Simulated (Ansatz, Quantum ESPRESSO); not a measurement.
# Band edges of 1T-SrCl2, 1 layer under strain, part 2 of 2

How do the band edges of 1T-SrCl2, 1 layer move against the vacuum when the sheet is stretched?

Quantum ESPRESSO 7.5; plane-wave DFT, PBE, GBRV ultrasoft pseudopotentials; geometry by Ansatz 0.2.0 with PAW datasets.

So far: The structure; Relaxation with Ansatz.

**3. Running the series**

Under ESM bc1 levels count from the vacuum, or from the mean of the two vacuum levels where the sheet has a dipole, so band edges at unlike strains can be compared.

Level of this step: plane-wave DFT, PBE, GBRV ultrasoft pseudopotentials (Quantum ESPRESSO 7.5).

run.py reads:

```python
import json
import numpy as np
from ase import Atoms
from ase.calculators.espresso import Espresso, EspressoProfile

profile = EspressoProfile(command='mpirun -n 2 pw.x -nk 2', pseudo_dir='../pseudo')
pseudopotentials = {'Cl': 'cl_pbe_v1.4.uspp.F.UPF', 'Sr': 'sr_pbe_v1.uspp.F.UPF'}
system = {'ecutwfc': 40, 'ecutrho': 200, 'occupations': 'smearing', 'smearing': 'fd', 'degauss': 0.002}


def calculator(name, kpts, **extra):
    data = dict(control=dict(tprnfor=True, verbosity='high', disk_io='none'),
                system=system | extra,
                electrons=dict(conv_thr=1e-09, mixing_beta=0.4, mixing_mode='plain',
                               electron_maxstep=100))
    return Espresso(profile=profile, directory=name, pseudopotentials=pseudopotentials, kpts=kpts, input_data=data)


def centre(atoms):
    z = atoms.positions[:, 2]
    atoms.positions[:, 2] -= (z.max() + z.min()) / 2  # ESM wants the slab about z = 0
    return atoms

sheet = Atoms(
    ['Cl', 'Sr', 'Cl'],
    scaled_positions=[
        [0.6666666667, 0.3333333333, 0.4242259131],
        [0.0000000000, 0.0000000000, 0.5000017496],
        [0.3333333333, 0.6666666667, 0.5757723372]],
    cell=[
        [4.451538998778, 0.000000000000, 0.000000000000],
        [-2.225769499389, 3.855145858879, 0.000000000000],
        [0.000000000000, 0.000000000000, 18.470846910200]],
    pbc=True)

rows = []
for strain in [-0.03, -0.015, 0.0, 0.015, 0.03]:
    atoms = sheet.copy()
    atoms.set_cell(sheet.cell.array * [[1 + strain], [1 + strain], [1]], scale_atoms=True)
    atoms = centre(atoms)
    atoms.calc = calculator(f's{strain:+.3f}', (12, 12, 1), assume_isolated='esm', esm_bc='bc1', nbnd=16)
    energy = atoms.get_potential_energy()
    levels = np.array([atoms.calc.get_eigenvalues(kpt=i) for i in range(len(atoms.calc.get_ibz_k_points()))])
    top, bottom = levels[:, 11].max(), levels[:, 12].min()
    direct = (levels[:, 12] - levels[:, 11]).min()
    rows.append([strain, energy, top, bottom, direct])
    print(f'strain {strain:+.3f}: E = {energy:.5f} eV, valence top {top:.3f}, conduction bottom {bottom:.3f}, '
          f'gap {bottom - top:.3f}, least direct gap {direct:.3f} eV')

x, energy, top, bottom, direct = np.array(rows).T
area = np.linalg.norm(np.cross(*sheet.cell[:2]))
stiffness = np.polyfit(x, energy, 2)[0] / area * 16.0218  # C11 + C12, heights clamped
print(f'valence and conduction edges move by {np.polyfit(x, top, 1)[0]:.2f} and {np.polyfit(x, bottom, 1)[0]:.2f} eV per unit biaxial strain')
print(f'C11 + C12 with clamped heights: {stiffness:.1f} N/m')
json.dump(dict(rows=rows, stiffness=stiffness), open('result.json', 'w'))
```

Started as:

```bash
$ OMP_NUM_THREADS=1 python run.py
```

Output:

```text
strain -0.030: E = -1867.59455 eV, valence top -8.035, conduction bottom -2.008, gap 6.027, least direct gap 6.149 eV
strain -0.015: E = -1867.62941 eV, valence top -7.997, conduction bottom -2.101, gap 5.896, least direct gap 6.002 eV
strain +0.000: E = -1867.63973 eV, valence top -7.957, conduction bottom -2.191, gap 5.767, least direct gap 5.859 eV
strain +0.015: E = -1867.62816 eV, valence top -7.916, conduction bottom -2.276, gap 5.639, least direct gap 5.720 eV
strain +0.030: E = -1867.59710 eV, valence top -7.872, conduction bottom -2.359, gap 5.513, least direct gap 5.583 eV
valence and conduction edges move by 2.72 and -5.86 eV per unit biaxial strain
C11 + C12 with clamped heights: 45.6 N/m
```

The job ended after 7.5 min (2 MPI ranks of Arm Neoverse V2, shared host; peak memory 0.61 GiB).

The input that ASE wrote for the first run, and its log:

```
&CONTROL
   verbosity        = 'high'
   tprnfor          = .true.
   disk_io          = 'none'
   pseudo_dir       = '../pseudo'
/
&SYSTEM
   nbnd             = 16
   ecutwfc          = 40
   ecutrho          = 200
   occupations      = 'smearing'
   degauss          = 0.002
   smearing         = 'fd'
   assume_isolated  = 'esm'
   esm_bc           = 'bc1'
   ntyp             = 2
   nat              = 3
   ibrav            = 0
/
&ELECTRONS
   electron_maxstep = 100
   conv_thr         = 1e-09
   mixing_mode      = 'plain'
   mixing_beta      = 0.4
/
&IONS
/
&CELL
/
&FCP
/
&RISM
/
ATOMIC_SPECIES
Cl 35.45 cl_pbe_v1.4.uspp.F.UPF
Sr 87.62 sr_pbe_v1.uspp.F.UPF

K_POINTS automatic
12 12 1  0 0 0

CELL_PARAMETERS angstrom
4.31799282881466 0.00000000000000 0.00000000000000
-2.15899641440733 3.73949148311263 0.00000000000000
0.00000000000000 0.00000000000000 18.47084691020000

ATOMIC_POSITIONS angstrom
Cl 2.1589964146 1.2464971609 -1.3995953997  
Sr 0.0000000000 0.0000000000 0.0000484758  
Cl -0.0000000002 2.4929943222 1.3995953997
```

```text
Program PWSCF v.7.5 starts
[citation notice left out]

     Parallel version (MPI & OpenMP), running on       2 processor cores
     Number of MPI processes:                 2
     Threads/MPI process:                     1

     MPI processes distributed on     1 nodes
[... 1 line left out ...]

Warning: card &CELL ignored
Warning: card &FCP ignored
Warning: card &RISM ignored

     Current dimensions of program PWSCF are:
     Max number of different atomic species (ntypx) = 10
     Max number of k-points (npk) =  40000
     Max angular momentum in pseudopotentials (lmaxx) =  4
     Message from routine setup:
     using ibrav=0 with symmetry is DISCOURAGED, use correct ibrav instead

     K-points division:     npool     =       2
     Subspace diagonalization in iterative solution of the eigenvalue problem:
     a serial algorithm will be used

     G-vector sticks info
     --------------------
     sticks:   dense  smooth     PW     G-vecs:    dense   smooth      PW
     Sum         925     745    211                96289    68937   10857

     Using Slab Decomposition

     bravais-lattice index     =            0
     lattice parameter (alat)  =       8.1598  a.u.
     unit-cell volume          =    2012.6946 (a.u.)^3
     number of atoms/cell      =            3
     number of atomic types    =            2
     number of electrons       =        24.00
     number of Kohn-Sham states=           16
     kinetic-energy cutoff     =      40.0000  Ry
     charge density cutoff     =     200.0000  Ry
     scf convergence threshold =      1.0E-09
     mixing beta               =       0.4000
     number of iterations used =            8  plain     mixing
     Exchange-correlation= SLA  PW   PBE  PBE
                           (   1   4   3   4   0   0   0)

     Effective Screening Medium Method
     =================================
     Boundary Conditions: Vacuum-Slab-Vacuum
     total charge in unit cell        =   0.0000
     grid points for fit at edges     =        4

[... 10 lines left out ...]
     PseudoPot. # 1 for Cl read from file:
     ../pseudo/cl_pbe_v1.4.uspp.F.UPF
     Pseudo is Ultrasoft + core correction, Zval =  7.0
     Generated by new atomic code, or converted to UPF format
     Using radial grid of  909 points,  6 beta functions with:
                l(1) =   0
                l(2) =   0
                l(3) =   1
                l(4) =   1
                l(5) =   2
                l(6) =   2
     Q(r) pseudized with  8 coefficients,  rinner =    1.300   1.300   1.300
                                                       1.300   1.300

     PseudoPot. # 2 for Sr read from file:
     ../pseudo/sr_pbe_v1.uspp.F.UPF
     Pseudo is Ultrasoft + core correction, Zval = 10.0
     Generated by new atomic code, or converted to UPF format
     Using radial grid of  883 points,  6 beta functions with:
                l(1) =   0
[... 661 lines left out ...]

     End of self-consistent calculation

          k = 0.0000 0.0000 0.0000 (  8573 PWs)   bands (ev):

   -40.0712 -22.4490 -22.0677 -22.0677 -20.5356 -19.8731  -9.3293  -9.0480
    -9.0480  -8.1683  -8.1683  -8.1570  -2.0076  -0.9903  -0.9903  -0.7642

     occupation numbers
     1.0000   1.0000   1.0000   1.0000   1.0000   1.0000   1.0000   1.0000
     1.0000   1.0000   1.0000   1.0000   0.0000   0.0000   0.0000   0.0000

[... 108 lines left out ...]

     the Fermi energy is    -3.7488 ev

!    total energy              =    -137.26567942 Ry
     estimated scf accuracy    <          4.7E-10 Ry
     smearing contrib. (-TS)   =       0.00000000 Ry
     internal energy E=F+TS    =    -137.26567942 Ry

     The total energy is F=E-TS. E is the sum of the following terms:
     one-electron contribution =     297.53814527 Ry
     hartree contribution      =    -149.42006746 Ry
     xc contribution           =     -37.30967540 Ry
     ewald contribution        =    -248.07408182 Ry

     convergence has been achieved in  31 iterations

     negative rho (up, down):  9.516E-02 0.000E+00

     Forces acting on atoms (cartesian axes, Ry/au):

     atom    1 type  1   force =     0.00000000    0.00000000   -0.01068706
     atom    2 type  2   force =     0.00000000   -0.00000000    0.00000000
     atom    3 type  1   force =     0.00000000    0.00000000    0.01068706
     The non-local contrib.  to forces
     atom    1 type  1   force =    -0.00000000   -0.00000000    0.07139630
     atom    2 type  2   force =     0.00000000    0.00000000    0.00000000
     atom    3 type  1   force =     0.00000000    0.00000000   -0.07139630
     The ionic contribution  to forces
     atom    1 type  1   force =    -0.00000000    0.00000000  -22.34627132
     atom    2 type  2   force =    -0.00000000   -0.00000000    0.00044350
     atom    3 type  1   force =     0.00000000   -0.00000000   22.34582782
     The local contribution  to forces
     atom    1 type  1   force =    -0.00000000    0.00000000   22.26451061
     atom    2 type  2   force =     0.00000000    0.00000000   -0.00341746
     atom    3 type  1   force =     0.00000000   -0.00000000  -22.26451072
     The core correction contribution to forces
     atom    1 type  1   force =     0.00000000   -0.00000000   -0.00050589
     atom    2 type  2   force =     0.00000000    0.00000000    0.00019400
     atom    3 type  1   force =    -0.00000000    0.00000000    0.00050589
     The Hubbard contrib.    to forces
     atom    1 type  1   force =     0.00000000    0.00000000    0.00000000
     atom    2 type  2   force =     0.00000000    0.00000000    0.00000000
     atom    3 type  1   force =     0.00000000    0.00000000    0.00000000
     The SCF correction term to forces
     atom    1 type  1   force =    -0.00000000    0.00000000   -0.00003857
     atom    2 type  2   force =     0.00000000    0.00000000   -0.00000000
     atom    3 type  1   force =     0.00000000   -0.00000000    0.00003856

     Total force =     0.015114     Total SCF correction =     0.000055
     Message from routine punch:
     Nothing written, as per user request (disk_io='none')

[... 1 line left out ...]

[... 1 line left out ...]

[... 1 line left out ...]

[... 3 lines left out ...]

[... 1 line left out ...]

[... 2 lines left out ...]

[... 1 line left out ...]

[... 1 line left out ...]

=------------------------------------------------------------------------------=
   JOB DONE.
=------------------------------------------------------------------------------=
```

Read from the output:

| Quantity | Value |
| --- | --- |
| biaxial stiffness | 45.57 N/m |

Band edge from the vacuum level against biaxial strain:

| biaxial strain (%) | valence top (eV) | conduction bottom (eV) |
| --- | --- | --- |
| -3.00 | -8.04 | -2.01 |
| -1.50 | -8.00 | -2.10 |
| 0.00 | -7.96 | -2.19 |
| 1.50 | -7.92 | -2.28 |
| 3.00 | -7.87 | -2.36 |

Table of gap by biaxial strain:

| biaxial strain (%) | on the mesh (eV) | least direct (eV) |
| --- | --- | --- |
| -3.00 | 6.03 | 6.15 |
| -1.50 | 5.90 | 6.00 |
| 0.00 | 5.77 | 5.86 |
| 1.50 | 5.64 | 5.72 |
| 3.00 | 5.51 | 5.58 |

Energy over the lowest against biaxial strain:

| biaxial strain (%) | energy over the lowest (meV) |
| --- | --- |
| -3.00 | 45.2 |
| -1.50 | 10.3 |
| 0.00 | 0 |
| 1.50 | 11.6 |
| 3.00 | 42.6 |

**4. Running the series: PBE, PseudoDojo norm-conserving**

Level of this step: plane-wave DFT, PBE, PseudoDojo norm-conserving pseudopotentials (Quantum ESPRESSO 7.5).

run.py, as its differences from the input of step 3:

```diff
@@ -6,4 +6,4 @@
 profile = EspressoProfile(command='mpirun -n 2 pw.x -nk 2', pseudo_dir='../pseudo')
-pseudopotentials = {'Cl': 'cl_pbe_v1.4.uspp.F.UPF', 'Sr': 'sr_pbe_v1.uspp.F.UPF'}
-system = {'ecutwfc': 40, 'ecutrho': 200, 'occupations': 'smearing', 'smearing': 'fd', 'degauss': 0.002}
+pseudopotentials = {'Cl': 'Cl.dojo-sr-pbe-0.4.1-standard.upf', 'Sr': 'Sr.dojo-sr-pbe-0.4.1-standard.upf'}
+system = {'ecutwfc': 56, 'ecutrho': 224, 'occupations': 'smearing', 'smearing': 'fd', 'degauss': 0.002}
```

Started as:

```bash
$ OMP_NUM_THREADS=1 python run.py
```

Output:

```text
strain -0.030: E = -1831.31657 eV, valence top -8.034, conduction bottom -2.007, gap 6.027, least direct gap 6.148 eV
strain -0.015: E = -1831.35136 eV, valence top -7.997, conduction bottom -2.101, gap 5.895, least direct gap 6.001 eV
strain +0.000: E = -1831.36160 eV, valence top -7.957, conduction bottom -2.191, gap 5.766, least direct gap 5.858 eV
strain +0.015: E = -1831.34995 eV, valence top -7.915, conduction bottom -2.277, gap 5.638, least direct gap 5.718 eV
strain +0.030: E = -1831.31877 eV, valence top -7.872, conduction bottom -2.359, gap 5.512, least direct gap 5.582 eV
valence and conduction edges move by 2.71 and -5.86 eV per unit biaxial strain
C11 + C12 with clamped heights: 45.6 N/m
```

Run time: 12 min. Hardware: 2 MPI ranks; peak memory 0.45 GiB; 23 min of CPU time.

Numbers from this step:

```
biaxial stiffness : 45.59 N/m
```

Table of band edge from the vacuum level by biaxial strain:

| biaxial strain (%) | valence top (eV) | conduction bottom (eV) |
| --- | --- | --- |
| -3.00 | -8.03 | -2.01 |
| -1.50 | -8.00 | -2.10 |
| 0.00 | -7.96 | -2.19 |
| 1.50 | -7.91 | -2.28 |
| 3.00 | -7.87 | -2.36 |

Table of gap by biaxial strain:

| biaxial strain (%) | on the mesh (eV) | least direct (eV) |
| --- | --- | --- |
| -3.00 | 6.03 | 6.15 |
| -1.50 | 5.90 | 6.00 |
| 0.00 | 5.77 | 5.86 |
| 1.50 | 5.64 | 5.72 |
| 3.00 | 5.51 | 5.58 |

Table of energy over the lowest by biaxial strain:

| biaxial strain (%) | energy over the lowest (meV) |
| --- | --- |
| -3.00 | 45.0 |
| -1.50 | 10.2 |
| 0.00 | 0 |
| 1.50 | 11.6 |
| 3.00 | 42.8 |

**5. The script, with pools = 64**

Another try, with an input changed as a hurried user might.

Level of this step: plane-wave DFT, PBE, GBRV ultrasoft pseudopotentials (Quantum ESPRESSO 7.5).

run.py, as its differences from the input of step 3:

```diff
@@ -5,3 +5,3 @@
 
-profile = EspressoProfile(command='mpirun -n 2 pw.x -nk 2', pseudo_dir='../pseudo')
+profile = EspressoProfile(command='mpirun -n 2 pw.x -nk 64', pseudo_dir='../pseudo')
 pseudopotentials = {'Cl': 'cl_pbe_v1.4.uspp.F.UPF', 'Sr': 'sr_pbe_v1.uspp.F.UPF'}
@@ -14,3 +14,3 @@
                 electrons=dict(conv_thr=1e-09, mixing_beta=0.4, mixing_mode='plain',
-                               electron_maxstep=100))
+                               electron_maxstep=60))
     return Espresso(profile=profile, directory=name, pseudopotentials=pseudopotentials, kpts=kpts, input_data=data)
@@ -36,3 +36,3 @@
 rows = []
-for strain in [-0.03, -0.015, 0.0, 0.015, 0.03]:
+for strain in [-0.03, -0.015, 0.0]:
     atoms = sheet.copy()
```

Started as:

```bash
$ OMP_NUM_THREADS=1 python run.py
```

Output:

```text
subprocess.CalledProcessError: the calculator's command failed
```

It took 2 s on 2 MPI ranks; peak memory 0.16 GiB.

The input that ASE wrote for the run that failed, and its log:

```
&CONTROL
   verbosity        = 'high'
   tprnfor          = .true.
   disk_io          = 'none'
   pseudo_dir       = '../pseudo'
/
&SYSTEM
   nbnd             = 16
   ecutwfc          = 40
   ecutrho          = 200
   occupations      = 'smearing'
   degauss          = 0.002
   smearing         = 'fd'
   assume_isolated  = 'esm'
   esm_bc           = 'bc1'
   ntyp             = 2
   nat              = 3
   ibrav            = 0
/
&ELECTRONS
   electron_maxstep = 60
   conv_thr         = 1e-09
   mixing_mode      = 'plain'
   mixing_beta      = 0.4
/
&IONS
/
&CELL
/
&FCP
/
&RISM
/
ATOMIC_SPECIES
Cl 35.45 cl_pbe_v1.4.uspp.F.UPF
Sr 87.62 sr_pbe_v1.uspp.F.UPF

K_POINTS automatic
12 12 1  0 0 0

CELL_PARAMETERS angstrom
4.31799282881466 0.00000000000000 0.00000000000000
-2.15899641440733 3.73949148311263 0.00000000000000
0.00000000000000 0.00000000000000 18.47084691020000

ATOMIC_POSITIONS angstrom
Cl 2.1589964146 1.2464971609 -1.3995953997  
Sr 0.0000000000 0.0000000000 0.0000484758  
Cl -0.0000000002 2.4929943222 1.3995953997
```

```text
Program PWSCF v.7.5 starts
[citation notice left out]

     Parallel version (MPI & OpenMP), running on       2 processor cores
     Number of MPI processes:                 2
     Threads/MPI process:                     1

     MPI processes distributed on     1 nodes
[... 1 line left out ...]

Warning: card &CELL ignored
Warning: card &FCP ignored
Warning: card &RISM ignored

     Current dimensions of program PWSCF are:
     Max number of different atomic species (ntypx) = 10
     Max number of k-points (npk) =  40000
     Max angular momentum in pseudopotentials (lmaxx) =  4
     Message from routine setup:
     using ibrav=0 with symmetry is DISCOURAGED, use correct ibrav instead

 %%%%%%%%%%%%%%%%%%%%%%%%%%%%%%%%%%%%%%%%%%%%%%%%%%%%%%%%%%%%%%%%%%%%%%%%%%%%%%
     Error in routine mp_start_pools (1):
     invalid number of pools, out of range
 %%%%%%%%%%%%%%%%%%%%%%%%%%%%%%%%%%%%%%%%%%%%%%%%%%%%%%%%%%%%%%%%%%%%%%%%%%%%%%

     stopping ...
```

The input was rejected at the start.

The fault put into the input: more pools than k-points or ranks (pools = 64).

The number of pools must divide the number of ranks; pools beyond the number of k-points stand idle.

**6. By hand**

Under equal strain ε in the plane, E = A (C11 + C12) ε². From the points at ±1.5 %: d²E/dε² = (10.32 + 11.57 − 2 × 0.00) meV / 0.015² = 97 eV, and 97/(2 × 17.161 Å²) × 16.02 = 45 N/m.

**7. Results**

```json
{
 "C11 + C12, heights clamped, PBE, GBRV ultrasoft": "46 N/m",
 "gap on the mesh at zero strain, PBE, GBRV ultrasoft": "5.77 eV",
 "valence top below the vacuum at zero strain, PBE, GBRV ultrasoft": "7.96 eV",
 "shift of the valence top per unit biaxial strain, PBE, GBRV ultrasoft": "2.7 eV",
 "shift of the conduction bottom per unit biaxial strain, PBE, GBRV ultrasoft": "-5.9 eV",
 "C11 + C12, heights clamped, PBE, PseudoDojo norm-conserving": "46 N/m",
 "gap on the mesh at zero strain, PBE, PseudoDojo norm-conserving": "5.77 eV",
 "valence top below the vacuum at zero strain, PBE, PseudoDojo norm-conserving": "7.96 eV",
 "shift of the valence top per unit biaxial strain, PBE, PseudoDojo norm-conserving": "2.7 eV",
 "shift of the conduction bottom per unit biaxial strain, PBE, PseudoDojo norm-conserving": "-5.9 eV"
}
```

In words: The sheet's biaxial stiffness comes to 46 N/m and its gap at zero strain to 5.77 eV (PBE, GBRV ultrasoft). From −3 % to +3 % the gap on the mesh goes from 6.03 to 5.51 eV; it is indirect at every strain. Heights are clamped under strain, which makes a sheet with several atomic planes too stiff. Semilocal gaps are too small. Spin-orbit coupling is left out; depending on the atoms that carry the levels of interest, it can split and shift them by tens to hundreds of meV.

[Logs are printed without paths, hosts, clocks, repeated set-up lines and the standing remarks that a program may print on its own settings, such as how far it seeks lower states.]

[Hosts, paths, dates, database ids (printed as entryN), source tags and the programs' standing remarks are cut or masked in the printed files.]

[Maps of the electrostatic potential energy from Ansatz leave out the sawtooth potential of an applied field or a dipole correction, so their vacuum need not be flat; planar profiles and work functions include it.]
